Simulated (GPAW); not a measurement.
Ru:

```xyz
2
Lattice="2.7058 0.0000 0.0000 -1.3529 2.3433 0.0000 0.0000 0.0000 4.2819" Properties=species:S:1:pos:R:3 pbc="T T T"
Ru    1.3529    0.7811    3.2114
Ru    0.0000    1.5622    1.0705
```

- Program: GPAW 26.7.0
- Task: relaxation of cell and atoms
- Functional: PBEsol
- Potentials or basis: PAW data sets generated in the run's folder for this functional
- Cutoff: 600 eV
- Basis: pw
- k mesh: 8 × 8 × 5
- Occupations: fermi-dirac, width 0.05 eV
- Spin: no spin polarisation

At the start: pressure -7.5 GPa; volume 13.57 Å³/atom.

Question: Where does the relaxation end?

Answer: Over 3 steps the energy falls by 6.7 meV/atom and the volume is 13.26 Å³/atom (-2.3 %); space group P6_3/mmc (No. 194, to 0.05 Å).

The path:
| step | energy change (eV) | largest force (eV/Å) | pressure (GPa) | volume (Å³) |
| --- | --- | --- | --- | --- |
| 1 | 0.0000 | 0.0000 | -7.46 | 27.15 |
| 2 | -0.0115 | 0.0000 | -3.13 | 26.78 |
| 3 | -0.0135 | 0.0000 | 0.11 | 26.53 |

Final structure:
```
CELL_PARAMETERS angstrom
2.68617 0.00000 0.00000
-1.34308 2.32629 0.00000
0.00000 0.00000 4.24552
ATOMIC_POSITIONS crystal
Ru 0.66667 0.33333 0.75000
Ru 0.33333 0.66667 0.25000
```

Caveat: later steps reuse the first step's grids.
